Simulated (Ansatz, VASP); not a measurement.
**Two plane-wave programs on In**

```
CELL_PARAMETERS angstrom
0.00000 3.45025 3.45025
3.45025 0.00000 3.45025
3.45025 3.45025 0.00000
ATOMIC_POSITIONS crystal
In 0.12500 0.12500 0.12500
In 0.87500 0.87500 0.87500
```

Alike in both runs: task single point; functional BLYP; k mesh 9 × 9 × 9; occupations fermi-dirac, width 0.1 eV; no spin polarisation.

```csv
,VASP,Ansatz
version,VASP 6.6.1,Ansatz 0.2.0
potentials or method,"VASP PAW PBE potentials, release 64 (In_d)","plane waves (420 eV) with PAW, scalar-relativistic"
plane-wave cutoff (eV),520,420
valence electrons in the cell,26,26
```

|  | VASP | Ansatz | Ansatz less VASP |
| --- | --- | --- | --- |
| pressure (GPa) | 0.5 | 0.5 | -0.03 |

With one functional, cell and mesh, what is left measures potentials, basis and numerics.

Caveats: the PAW data sets were made with another functional, which shifts forces and pressure a little (VASP).
